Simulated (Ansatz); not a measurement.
The system is Cd.

```
CELL_PARAMETERS angstrom
2.97887 0.00000 0.00000
-1.48944 2.57978 0.00000
0.00000 0.00000 5.61765
ATOMIC_POSITIONS crystal
Cd 0.66667 0.33333 0.75000
Cd 0.33333 0.66667 0.25000
```

```yaml
Program: Ansatz 0.2.0
Task: single point
Functional: PBE
Potentials_or_basis: all-electron LAPW, scalar-relativistic
Cutoff: 224 eV (chosen from the basis error)
Basis_error_allowed: 0.001 eV/atom
k_mesh: 10 × 10 × 5
Occupations: fermi-dirac, width 0.05 eV
Spin: no spin polarisation
```

On this cell: pressure 2.9 GPa; largest force under 0.003 eV/Å; band gap on the k mesh none (metal or under the smearing width).

The same run follows on a disturbed copy (atoms moved at random, drawn with an rms of 0.05 Å):

```xyz
2
Lattice="2.9789 0.0000 0.0000 -1.4894 2.5798 0.0000 0.0000 0.0000 5.6177" Properties=species:S:1:pos:R:3 pbc="T T T"
Cd    1.4630    0.8500    4.2765
Cd   -0.0846    1.7571    1.4493
```

Task: What changes?

Result: The energy (extrapolated to zero smearing) moves by +0.6 meV/atom; pressure 2.9 GPa; largest force 0.040 eV/Å; band gap on the k mesh none (metal or under the smearing width).

Forces on the atoms (eV/Å):
```
Cd  -0.017  0.014 -0.034
Cd   0.017 -0.014  0.034
```

Stress tensor (GPa, compression positive):
```
 3.52 -0.07  0.01
-0.07  3.41 -0.01
 0.01 -0.01  1.73
```
